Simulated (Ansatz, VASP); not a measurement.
**Two plane-wave programs on AlN**

INCAR

```
SYSTEM = AlN
ALGO = Normal
EDIFF = 1E-7
ENCUT = 520
GGA = PE
ISIF = 2
ISMEAR = 0
LASPH = .True.
LCHARG = .True.
LELF = .True.
LREAL = .False.
LVHAR = .True.
LWAVE = .False.
NBANDS = 16
NELM = 100
PREC = Accurate
SIGMA = 0.05
```

File KPOINTS:

```
k-points
0
Gamma
  9 9 6
  0 0 0
```

POSCAR

```
AlN
1.0
    3.1478000000      0.0000000000      0.0000000000
   -1.5739000000      2.7260747660      0.0000000000
    0.0000000000      0.0000000000      3.8107000000
Al N
2 2
Direct
    0.3333333333      0.6666666667      0.7500000000
    0.6666666667      0.3333333333      0.2500000000
    0.3333333333      0.6666666667      0.2500000000
    0.6666666667      0.3333333333      0.7500000000
```

Input for Ansatz:

```yaml
crystal:
  lattice:
    - [3.1478, 0.0, 0.0]
    - [-1.5739, 2.726074766, 0.0]
    - [0.0, 0.0, 3.8107]
  atoms:
    - { symbol: Al, position: [0.3333333333, 0.6666666667, 0.75] }
    - { symbol: Al, position: [0.6666666667, 0.3333333333, 0.25] }
    - { symbol: "N", position: [0.3333333333, 0.6666666667, 0.25] }
    - { symbol: "N", position: [0.6666666667, 0.3333333333, 0.75] }
basis:
  ecutwfc: 520.0
kpoints:
  mp_grid: { grid: [9, 9, 6] }
hamiltonian:
  xc: pbe
  pseudopotentials: { kind: paw, azcp: { folder: soft_1 } }
scf:
  occupations: { method: gaussian, width: 0.05 }
output:
  forces: true
  stress: true
  eigenvalues: true
```

Alike in both runs: task single point; functional PBE; k mesh 9 × 9 × 6; occupations gaussian, width 0.05 eV; no spin polarisation.

|  | VASP | Ansatz |
| --- | --- | --- |
| version | VASP 6.6.1 | Ansatz 0.2.0 |
| potentials or method | VASP PAW PBE potentials, release 64 (Al, N) | scalar-relativistic, plane waves, PAW |
| plane-wave cutoff (eV) | 520 | 520 |
| valence electrons in the cell | 16 | 16 |

|  | VASP | Ansatz | Ansatz less VASP |
| --- | --- | --- | --- |
| gap on the k mesh at the Fermi level (eV) | 4.53 | 4.55 | +0.019 |
| least direct gap on the mesh (eV) | 4.72 | 4.70 | -0.017 |

The functional is the same, so the differences come from potentials, cutoffs and numerics.

Caveats: an odd mesh through Γ misses points on the zone boundary, where band edges often lie. As with any semilocal functional, this PBE gap is likely too small.
